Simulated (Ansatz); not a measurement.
AlGa3N4: do energies and stresses tell the same story?

Level of theory: DFT r2SCAN, scalar-relativistic, plane waves, PAW in Ansatz 0.2.0.

Plane waves to 500 eV, a k mesh through Γ of 6×6×6 on the computed 8-atom cell and Gaussian smearing (0.02 eV); no spin polarisation.

Relaxed cell: P-43m, a = 4.465 Å, b = 4.465 Å, c = 4.465 Å, α = 90.00°, β = 90.00°, γ = 90.00°, 8 atoms in the primitive cell. Whether it is the stable form of this composition wasn't checked.

Energies at zero smearing and pressures from the stress tensor, at volumes with shape and atoms relaxed:
```csv
V (Å³/atom),E − E(first) (meV/atom),P (GPa)
9.794,0.00,33.38
10.128,-58.44,22.99
10.462,-96.85,14.11
10.796,-118.14,6.51
11.129,-124.75,0.01
11.463,-118.82,-5.56
11.797,-102.15,-10.31
12.242,-65.90,-15.60
```

Problem. Check P = −dE/dV between neighbouring volumes, and get the bulk modulus from the pressures alone.

Solution. With 1 eV/Å³ = 160.2 GPa:
```json
{"middle V (Å³/atom)": "9.961", "−ΔE/ΔV (GPa)": "28.041", "mean P (GPa)": "28.186"}
{"middle V (Å³/atom)": "10.295", "−ΔE/ΔV (GPa)": "18.435", "mean P (GPa)": "18.550"}
{"middle V (Å³/atom)": "10.629", "−ΔE/ΔV (GPa)": "10.213", "mean P (GPa)": "10.310"}
{"middle V (Å³/atom)": "10.963", "−ΔE/ΔV (GPa)": "3.174", "mean P (GPa)": "3.259"}
{"middle V (Å³/atom)": "11.296", "−ΔE/ΔV (GPa)": "-2.847", "mean P (GPa)": "-2.774"}
{"middle V (Å³/atom)": "11.630", "−ΔE/ΔV (GPa)": "-7.998", "mean P (GPa)": "-7.934"}
{"middle V (Å³/atom)": "12.020", "−ΔE/ΔV (GPa)": "-13.046", "mean P (GPa)": "-12.954"}
```

The two differ by 0.14 GPa at most. The mean of two end pressures misses the average over a step by about ΔV² P″/12, up to 0.13 GPa here; with that taken off 0.01 GPa remains. Around V = 11.129 Å³/atom, the two neighbours give B = −V ΔP/ΔV = 11.129 × 12.07 / 0.668 = 201.1 GPa, against B0 = 200.0 GPa from the Birch–Murnaghan fit of the energies.